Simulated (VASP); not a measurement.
# GaP in VASP: one cell, several levels of theory, part 2 of 2

VASP 6.6.1, plane waves, PAW. The steps go on from the part before.

**3. r2SCAN**

The input, INCAR:

```
ENCUT = 520.000000
SIGMA = 0.010000
EDIFF = 1.00e-07
ALGO = Normal
METAGGA = R2SCAN
PREC = Accurate
IBRION = -1
ISIF = 2
ISMEAR = 0
NBANDS = 16
NELM = 120
NSW = 0
LASPH = .TRUE.
LCHARG = .FALSE.
LWAVE = .FALSE.
LREAL = .FALSE.
```

The input, KPOINTS:

```
KPOINTS created by Atomic Simulation Environment
0
Gamma
8 8 8
0 0 0
```

The input, KPOINTS_OPT:

```
special points
6
Reciprocal
0.0000000000 0.0000000000 0.0000000000 1
-0.5000000000 -0.5000000000 0.0000000000 1
-0.3750000000 -0.3750000000 0.2500000000 1
-0.3750000000 0.0000000000 0.3750000000 1
0.0000000000 0.0000000000 0.5000000000 1
-0.5000000000 -0.2500000000 0.2500000000 1
```

The input, POSCAR:

```
Ga P
 1.0000000000000000
     0.0000000000000000    2.7253992946999999    2.8616692594000002
     2.7253992946999999    0.0000000000000000    2.8616692594000002
     2.7253992946999999    2.7253992946999999    0.0000000000000000
 Ga  P
   1   1
Cartesian
  0.0000000000000000  0.0000000000000000  0.0000000000000000
  1.3626996473499997  1.3626996473499997  1.4308346297000001
```

Launch:

```sh
> mpirun -np 1 vasp_std
```

Printed to the terminal (iteration lines stand in OSZICAR):

```text
POSCAR found type information on POSCAR GaP
 POSCAR found :  2 types and       2 ions
 -----------------------------------------------------------------------------
|                                                                             |
|                                                                             |
|     You enforced a specific xc type in the INCAR file but a different       |
|     I HOPE YOU KNOW WHAT YOU ARE DOING!                                     |
|                                                                             |
 -----------------------------------------------------------------------------

 LDA part: xc-table for (None), standard interpolation
 POSCAR, INCAR and KPOINTS ok, starting setup
 FFT: planning ... GRIDC
 FFT: planning ... GRID_SOFT
 FFT: planning ... GRID
 WAVECAR not read
 entering main loop
 Start KPOINTS_OPT (optional k-point list driver)
k-point batch [1-6\6]
```

OSZICAR:

```text
N       E                     dE             d eps       ncg     rms          rms(c)
DAV:   1     0.722350679299E+02    0.72235E+02   -0.92914E+03  1920   0.161E+03
DAV:   2    -0.168096768035E+02   -0.89045E+02   -0.85077E+02  2192   0.326E+02
DAV:   3    -0.235962111455E+02   -0.67865E+01   -0.67627E+01  2304   0.691E+01
DAV:   4    -0.237074566554E+02   -0.11125E+00   -0.11120E+00  2440   0.968E+00
DAV:   5    -0.237095870938E+02   -0.21304E-02   -0.21304E-02  2328   0.118E+00    0.457E+00
DAV:   6    -0.214195933479E+02    0.22900E+01   -0.58497E-01  2312   0.141E+01    0.292E+00
DAV:   7    -0.214142324945E+02    0.53609E-02   -0.19444E-01  2288   0.359E+00    0.154E+00
DAV:   8    -0.214188573315E+02   -0.46248E-02   -0.91217E-03  2392   0.759E-01    0.629E-01
DAV:   9    -0.214192484165E+02   -0.39109E-03   -0.17093E-03  2288   0.433E-01    0.724E-02
DAV:  10    -0.214192390446E+02    0.93719E-05   -0.13509E-04  2248   0.869E-02    0.405E-02
DAV:  11    -0.214192360448E+02    0.29998E-05   -0.19924E-05  2352   0.384E-02    0.647E-03
DAV:  12    -0.214192340792E+02    0.19657E-05   -0.14688E-06  2416   0.993E-03    0.332E-03
DAV:  13    -0.214192349020E+02   -0.82280E-06   -0.22331E-07  2360   0.586E-03    0.119E-03
DAV:  14    -0.214192354216E+02   -0.51964E-06   -0.13183E-08  1416   0.116E-03    0.783E-04
DAV:  15    -0.214192356248E+02   -0.20312E-06   -0.16673E-08  1240   0.260E-03    0.372E-04
DAV:  16    -0.214192356292E+02   -0.44411E-08   -0.13751E-09  1128   0.427E-04
   1 F= -.21419236E+02 E0= -.21419236E+02  d E =-.229015E-45
       N       E                     dE             ncg
DAV:   1     0.175398064396E+04   -0.35887E+04      208
DAV:   2     0.127964388199E+04   -0.47434E+03      232
DAV:   3     0.124319664243E+04   -0.36447E+02      256
DAV:   4     0.124269703274E+04   -0.49961E+00      224
DAV:   5     0.124268702705E+04   -0.10006E-01      256
DAV:   6     0.124268649168E+04   -0.53537E-03      280
DAV:   7     0.124268649000E+04   -0.16832E-05      272
DAV:   8     0.124268648998E+04   -0.17060E-07      200
```

From OUTCAR:

```text
k-points           NKPTS =     59   k-points in BZ     NKDIM =     59   number of bands    NBANDS=     16

   NELECT =      18.0000    total number of electrons

   dimension x,y,z NGX =    30 NGY =   30 NGZ =   30
   dimension x,y,z NGXF=    60 NGYF=   60 NGZF=   60

  energy-cutoff  :      520.00
  volume of cell :       42.51
      direct lattice vectors                 reciprocal lattice vectors
     0.000000000  2.725399295  2.861669259    -0.183459356  0.183459356  0.174723196
     2.725399295  0.000000000  2.861669259     0.183459356 -0.183459356  0.174723196
     2.725399295  2.725399295  0.000000000     0.183459356  0.183459356 -0.174723196

 k-points in reciprocal lattice and weights: KPOINTS created by Atomic Simulation Env
   0.00000000  0.00000000  0.00000000       0.002
   0.12500000 -0.00000000  0.00000000       0.016
   0.25000000 -0.00000000  0.00000000       0.016
   0.37500000 -0.00000000  0.00000000       0.016
   0.50000000 -0.00000000  0.00000000       0.008
   0.12500000  0.12500000  0.00000000       0.004
   0.25000000  0.12500000  0.00000000       0.016
   0.37500000  0.12500000  0.00000000       0.016
[... 51 more k-points ...]

 E-fermi :   4.1705

 k-point     1 :       0.0000    0.0000    0.0000
  band No.  band energies     occupation
      1     -10.9574      2.00000
      2     -10.9424      2.00000
      3     -10.9424      2.00000
      4     -10.8545      2.00000
      5     -10.8458      2.00000
      6      -8.6748      2.00000
      7       3.7705      2.00000
      8       4.0733      2.00000
      9       4.0733      2.00000
     10       5.8682      0.00000
     11       8.1469      0.00000
     12       8.1470      0.00000
     13       8.2724      0.00000
     14      13.1602      0.00000
     15      13.7384      0.00000
     16      14.6318      0.00000

 k-point     2 :       0.1250   -0.0000    0.0000
  band No.  band energies     occupation
      1     -10.9626      2.00000
      2     -10.9455      2.00000
      3     -10.9383      2.00000
      4     -10.8549      2.00000
      5     -10.8452      2.00000
      6      -8.4752      2.00000
      7       2.3488      2.00000
      8       3.6407      2.00000
      9       3.8736      2.00000
     10       6.5518      0.00000
     11       8.4688      0.00000
     12       8.5006      0.00000
     13       8.8082      0.00000
     14      13.1790      0.00000
     15      13.9258      0.00000
     16      14.1221      0.00000

 k-point     3 :       0.2500   -0.0000    0.0000
  band No.  band energies     occupation
      1     -10.9881      2.00000
      2     -10.9383      2.00000
      3     -10.9293      2.00000
      4     -10.8549      2.00000
      5     -10.8427      2.00000
      6      -7.9117      2.00000
      7       0.1182      2.00000
      8       3.1719      2.00000
      9       3.4918      2.00000
     10       6.3019      0.00000
     11       8.9802      0.00000
     12       9.0933      0.00000
     13      10.5964      0.00000
     14      13.2363      0.00000
     15      13.5376      0.00000
     16      14.4716      0.00000

 k-point     4 :       0.3750   -0.0000    0.0000
  band No.  band energies     occupation
      1     -11.0130      2.00000
      2     -10.9311      2.00000
      3     -10.9221      2.00000
      4     -10.8530      2.00000
      5     -10.8382      2.00000
      6      -7.1369      2.00000
      7      -1.7499      2.00000
      8       2.8055      2.00000
      9       3.1942      2.00000
     10       5.9360      0.00000
     11       8.9973      0.00000
     12       9.2596      0.00000
     13      12.3535      0.00000
     14      14.1069      0.00000
     15      14.5186      0.00000
     16      14.8753      0.00000

 k-point     5 :       0.5000   -0.0000    0.0000
  band No.  band energies     occupation
      1     -11.0228      2.00000
      2     -10.9286      2.00000
      3     -10.9198      2.00000
      4     -10.8515      2.00000
      5     -10.8357      2.00000
      6      -6.6754      2.00000
      7      -2.5869      2.00000
      8       2.6724      2.00000
      9       3.0872      2.00000
     10       5.8000      0.00000
     11       8.9279      0.00000
     12       9.2231      0.00000
     13      12.7092      0.00000
     14      15.1824      0.00000
     15      15.9404      0.00000
     16      16.2843      0.00000

 k-point     6 :       0.1250    0.1250    0.0000
  band No.  band energies     occupation
      1     -10.9766      2.00000
      2     -10.9345      2.00000
      3     -10.9345      2.00000
      4     -10.8521      2.00000
      5     -10.8481      2.00000
      6      -8.4238      2.00000
      7       2.2330      2.00000
      8       3.4814      2.00000
      9       3.4814      2.00000
     10       7.1717      0.00000
     11       7.8054      0.00000
     12       9.0716      0.00000
     13       9.0717      0.00000
     14      12.0617      0.00000
     15      14.3326      0.00000
     16      14.8630      0.00000

 k-point     7 :       0.2500    0.1250    0.0000
  band No.  band energies     occupation
      1     -10.9954      2.00000
      2     -10.9293      2.00000
      3     -10.9252      2.00000
      4     -10.8502      2.00000
      5     -10.8494      2.00000
      6      -7.9929      2.00000
      7       0.6265      2.00000
      8       2.8839      2.00000
      9       3.0349      2.00000
     10       7.2774      0.00000
     11       8.2094      0.00000
     12       9.8641      0.00000
     13       9.8769      0.00000
     14      12.1161      0.00000
     15      14.6937      0.00000
     16      15.5345      0.00000

 k-point     8 :       0.3750    0.1250    0.0000
  band No.  band energies     occupation
      1     -11.0144      2.00000
      2     -10.9262      2.00000
      3     -10.9172      2.00000
      4     -10.8491      2.00000
      5     -10.8466      2.00000
      6      -7.2758      2.00000
      7      -1.1911      2.00000
      8       2.1988      2.00000
      9       2.7789      2.00000
     10       7.0414      0.00000
     11       8.5916      0.00000
     12      10.1225      0.00000
     13      10.9154      0.00000
     14      13.8449      0.00000
     15      15.2662      0.00000
     16      15.2664      0.00000

[... the tables of k-points 9 to 59 left out ...]

  Total       -0.6612416     -0.6612416     -1.7869869      0.0000000      0.0000000      0.0000000
  in kB      -24.9207465    -24.9207465    -67.3476191      0.0000000      0.0000000      0.0000000
  external PRESSURE =     -39.0630373 kB  Pullay stress =       0.0000000 kB

 POSITION                                       TOTAL-FORCE (eV/Angst)
 -----------------------------------------------------------------------------------
      0.00000      0.00000      0.00000         0.000000      0.000000     -0.000000
      1.36270      1.36270      1.43083        -0.000000     -0.000000      0.000000
 -----------------------------------------------------------------------------------
    total drift:                                0.000016      0.000016     -0.000020

  FREE ENERGIE OF THE ION-ELECTRON SYSTEM (eV)
  ---------------------------------------------------
  free  energy   TOTEN  =       -21.4192356292 eV

  energy  without entropy=      -21.4192356292  energy(sigma->0) =      -21.41923563
```

It took 2.7 min on 1 MPI rank of Intel Xeon Platinum 8488C, shared host; peak memory 0.2 GiB.

The levels at the points of KPOINTS_OPT are read from vasprun.xml.

Near the gap, in eV above the top of the last filled band v; c is the band after it:

```csv
point,v−1,v,c,c+1
Γ,0.00,0.00,1.79,4.07
X,-2.50,-2.50,2.15,2.36
U,-3.91,-2.07,2.71,5.36
K,-3.90,-2.41,2.28,4.81
L,-1.40,-0.99,1.73,4.85
W,-3.56,-3.39,5.05,5.11
```

Gap with r2SCAN: 1.72 eV, valence top at Γ, conduction bottom at (0.38, 0.00, 0.38). Least direct gap: 1.79 eV. Pressure: -3.91 GPa; the forces vanish within 0.01 eV/Å.

**4. What came out**

What follows sums up all 2 parts.

| level | gap (eV) | pressure (GPa) |
| --- | --- | --- |
| PBE | 1.31 | -1.40 |
| r2SCAN | 1.72 | -3.91 |

What this shows: The gap runs from 1.31 eV (PBE) to 1.72 eV (r2SCAN). At this one volume the pressure spans -3.9 GPa (r2SCAN) to -1.4 GPa (PBE): PBE wants the largest cell and r2SCAN the smallest.
